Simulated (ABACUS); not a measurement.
The system is CoO.

```
CELL_PARAMETERS angstrom
1.50547 0.84337 2.47616
-1.50547 0.84337 2.47616
0.00000 -1.79052 2.51312
ATOMIC_POSITIONS crystal
Co 0.00000 0.00000 0.00000
O 0.50000 0.50000 0.50000
```

The cell is a database's computed one.

The cell isn't the ideal one: cell strained by +0.03 along c.

A run of ABACUS 3.10.1 on this cell left the log below. Logs are shortened: lines on timing, memory, paths and dates and some standing lists are left out, and cuts for length are marked.

```text
ABACUS v3.10.1

               Atomic-orbital Based Ab-initio Computation at UStc

 ------------------------------------------------------------------------------------

 READING GENERAL INFORMATION
                           global_out_dir = OUT.CoO/
                           global_in_card = INPUT
                               pseudo_dir = ./
                              orbital_dir = ./
                                    DSIZE = 4
                                    GSIZE = 1

 READING UNITCELL INFORMATION
                                    ntype = 2
                  lattice constant (Bohr) = 1.88973
              lattice constant (Angstrom) = 1

 READING ATOM TYPE 1
                               atom label = Co
                      L=0, number of zeta = 3
                      L=1, number of zeta = 2
                      L=2, number of zeta = 2
                      L=3, number of zeta = 1
             number of atom for this type = 1
               magnetization of element 1 = 2

 READING ATOM TYPE 2
                               atom label = O
                      L=0, number of zeta = 2
                      L=1, number of zeta = 2
                      L=2, number of zeta = 1
             number of atom for this type = 1
               magnetization of element 2 = 0

                        TOTAL ATOM NUMBER = 2
DIRECT COORDINATES
    atom                   x                   y                   z     mag                  vx                  vy                  vz
taud_Co1            0.0000000000        0.0000000000        0.0000000000  2.0000        0.0000000000        0.0000000000        0.0000000000
taud_O1            0.5000000000        0.5000000000        0.5000000000  0.0000        0.0000000000        0.0000000000        0.0000000000

[... 612 lines left out ...]
 Density error is 8.53653770239e-08
----------------------------------------------------------
     Energy           Rydberg                 eV
----------------------------------------------------------
 E_KohnSham     -339.0588146037      -4613.1318357358
 E_KS(sigma->0) -339.0576077216      -4613.1154152621
 E_Harris       -339.0588137661      -4613.1318243396
 E_band         -22.6464339766       -308.1205414621
 E_one_elec     -155.4846632918      -2115.4773723803
 E_Hartree      92.1232956713        1253.4017396683
 E_xc           -64.4533219337       -876.9324333273
 E_Ewald        -211.2417112852      -2874.0909287490
 E_entropy(-TS) -0.0024137643        -0.0328409474
 E_descf        0.0000000000         0.0000000000
 E_exx          0.0000000000         0.0000000000
 E_Fermi        1.0126744624         13.7781429071
----------------------------------------------------------

 charge density convergence is achieved
 final etot is -4613.1318357 eV
 EFERMI = 13.778142907 eV

 STATE ENERGY(eV) AND OCCUPATIONS    NSPIN == 2
SPIN UP :
 1/150 kpoint (Cartesian) = 0.0000 0.0000 0.0000 (563 pws)
       1       -82.9808     0.00195312
       2       -46.3856     0.00195312
       3       -46.3255     0.00195312
       4       -46.2906     0.00195312
       5       -6.29023     0.00195312
       6        10.3529     0.00195312
[... 9 lines left out ...]
      16        31.8799        0.00000
[... 82 lines left out ...]
       4       -46.2925     0.00390625
       5       -6.08476     0.00390625
       6        8.51458     0.00390625
[... 9 lines left out ...]
      16        30.0102        0.00000
      17        30.5867        0.00000

[... levels at 294 further k points ...]

-------------------------------------------------
 Total Magnetism (uB)
-------------------------------------------------
                        Co1         2.6796689361
                         O1         0.3072900115
-------------------------------------------------

 correction force for each atom along direction 1 is 4.44972e-16
 correction force for each atom along direction 2 is 1.44243e-14
 correction force for each atom along direction 3 is 1.25647e-14
------------------------------------------------------------------------------------------
 TOTAL-FORCE (eV/Angstrom)
------------------------------------------------------------------------------------------
                       Co1         0.0000000000         0.0000000000         0.0000000000
                        O1         0.0000000000         0.0000000000         0.0000000000
------------------------------------------------------------------------------------------

----------------------------------------------------------------
 TOTAL-STRESS (KBAR)
----------------------------------------------------------------
       -49.0631026131         0.0000000000        -0.0000000000
         0.0000000000       -40.6061298931         2.6537298338
         0.0000000000         2.6537298338       -44.6542701847
----------------------------------------------------------------
 TOTAL-PRESSURE: -44.774501 KBAR

 Largest gradient in force is 0.000000 eV/A.
 Threshold is 0.005000 eV/A.

 Relaxation is converged!

 --------------------------------------------
 !FINAL_ETOT_IS -4613.1318357358140929 eV
 --------------------------------------------
```

What input gives this log?

Relaxation of the atoms with PBE, collinear spin, ferromagnetic start. The files as run (others can give the same):

INPUT
```
INPUT_PARAMETERS
suffix              CoO
calculation         relax
basis_type          lcao
pseudo_dir          ./
orbital_dir         ./
symmetry            1
dft_functional      pbe
ecutwfc             100
pseudo_rcut         7
nspin               2
nbands              17
ks_solver           genelpa
smearing_method     fd
smearing_sigma      0.00367493
scf_thr             1e-07
scf_nmax            100
mixing_type         broyden
mixing_beta         0.4
cal_force           1
cal_stress          1
out_mul             1
relax_nmax          60
force_thr_ev        0.005
relax_method        cg
out_stru            1
```

STRU
```
ATOMIC_SPECIES
Co 58.9332 Co.upf
O 15.9990 O.upf

NUMERICAL_ORBITAL
Co_confined-atom_7au_3s2p2d1f.orb
O_confined-atom_6au_2s2p1d.orb

LATTICE_CONSTANT
1.8897261246

LATTICE_VECTORS
1.5054695445 0.8433709483 2.4761563905
-1.5054695445 0.8433709483 2.4761563905
0.0000000000 -1.7905174884 2.5131247134

ATOMIC_POSITIONS
Direct

Co
0.0
1
0.0000000000 0.0000000000 0.0000000000 1 1 1 mag 2

O
0.0
1
0.5000000000 0.5000000000 0.5000000000 1 1 1 mag 0
```

KPT
```
K_POINTS
0
Gamma
8 8 8 0 0 0
```

Potentials or basis: PseudoDojo NC SR 0.4.1 PBE standard, DZP LCAO (the cutoffs set its grid).
Command:
```console
$ OMP_NUM_THREADS=1 mpirun -np 4 abacus > log
```

Caveat: the atomic orbitals were generated for these runs and aren't a published set; the relaxation stopped at its first step, so nothing moved; the basis of atomic orbitals isn't converged, which shifts pressures, moduli and gaps; a cell with one magnetic atom can't hold antiferromagnetic order, which such compounds often take; semilocal functionals often make such compounds metallic where correlation or magnetic order opens a gap, which also shifts bond lengths.
